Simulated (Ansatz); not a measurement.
## Nuclear-site quantities of CoO as the cell is scaled

```
CELL_PARAMETERS angstrom
0.00000 2.13150 2.13150
2.13150 0.00000 2.13150
2.13150 2.13150 0.00000
ATOMIC_POSITIONS crystal
Co 0.00000 0.00000 0.00000
O 0.50000 0.50000 0.50000
```

Atoms are numbered in the order listed.

The conventional cell has a = 4.263 Å, b = 4.263 Å, c = 4.263 Å, α = 90.00°, β = 90.00°, γ = 90.00°. Around Co (atom 1) lie 6 O at 2.13 Å. Around O (atom 2) lie 6 Co at 2.13 Å.

The cell is COD entry 1533087, as deposited and not checked against the literature; nothing was relaxed.

Semilocal functionals without U often leave such compounds metallic or with too small a gap, and the real magnetic order may differ.

The magnetic state is the one reached from the start moments; no search over orders was made, so it needn't be the ground state.

All numbers below come from DFT, PBE, all-electron PAW with datasets made for the crystal, scalar-relativistic (Ansatz 0.2.0).

Sampling and basis: a Γ-centred 16×16×16 k mesh, Fermi–Dirac smearing of 0.05 eV, cutoff 400 eV (chosen by the program for this cell), spin-polarised from start moments Co1 2 μB.

The contact density is the mean electron density over the nuclear volume; its changes follow the s electrons' response to bonding and compression. B(contact) includes core polarisation and is positive along the moment of the spin-up electrons. Changes below are taken from the unscaled cell, where it is 114737 e/Å³ at Co1, 2158.21 e/Å³ at O2.

Volumes at which the program chose other datasets or cutoffs are left out.

B(contact) is what remains of large core and valence terms of opposite sign; semilocal functionals underestimate the core part, so small values are uncertain even in sign.

The datasets are made afresh for each cell, so very small changes are uncertain.

(1) Does compression raise or lower the contact density at Co1?

(2) Tabulate the changes with volume.

Answers

(1) It raises it, by 0.57 e/Å³ over the whole range.

(2) 
| V/V(cell) | P (GPa) | Δρ(0) Co1 (e/Å³) | Δρ(0) O2 (e/Å³) | B(contact) Co1 (T) | B(contact) O2 (T) | cell moment (μB) |
| --- | --- | --- | --- | --- | --- | --- |
| 0.9900 | -0.2 | 0.11 | -0.04 | -12.5 | 21.9 | 2.91 |
| 1.0000 | -1.8 | 0.00 | 0.00 | -12.8 | 21.6 | 2.94 |
| 1.0100 | -3.4 | -0.11 | 0.05 | -13.1 | 21.3 | 2.95 |
| 1.0200 | -5.0 | -0.22 | 0.10 | -13.4 | 21.0 | 2.97 |
| 1.0400 | -8.0 | -0.46 | 0.21 | -13.7 | 20.4 | 2.98 |
